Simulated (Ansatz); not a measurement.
# WC: the cost of one run

Program: Ansatz 0.2.0. Level of theory: DFT PBE, scalar-relativistic, plane waves, PAW. These are calculated values, not measurements.

### 1 The structure to begin with

It takes space group Fm-3m (No. 225, cubic). Conventional cell: a = 4.385 Å, b = 4.385 Å, c = 4.385 Å, α = 90.00°, β = 90.00°, γ = 90.00°. Around W (site symmetry m-3m) lie 6 C at 2.19 Å. C (site symmetry m-3m) is surrounded by 6 W at 2.19 Å.

Coordinates:

```
CELL_PARAMETERS angstrom
0.00000 2.19268 2.19268
2.19268 0.00000 2.19268
2.19268 2.19268 0.00000
ATOMIC_POSITIONS crystal
W 0.00000 0.00000 0.00000
C 0.50000 0.50000 0.50000
```

It goes back to an entry of the Materials Project, which need not be the stable form.

No relaxation comes first: the listed cell is the starting point.

### 2 The reference: the undisturbed cell on the scan's mesh

Input file input.yaml:

```yaml
crystal:
  lattice:
    - [0.0, 2.192684, 2.192684]
    - [2.192684, 0.0, 2.192684]
    - [2.192684, 2.192684, 0.0]
  atoms:
    - { symbol: W, position: [0.0, 0.0, 0.0] }
    - { symbol: C, position: [0.5, 0.5, 0.5] }
basis:
  ecutwfc: 420
kpoints:
  mp_grid: { grid: [20, 20, 20] }
hamiltonian:
  xc: pbe
scf:
  occupations: { method: gaussian, width: 0.15 }
output:
  forces: true
  stress: true
  eigenvalues: true
```

**Question.** How long does this run take on 1 thread of an x86-64 CPU, shared host, and how much memory does it need?

About 5.9 s, with a peak of 0.39 GiB.
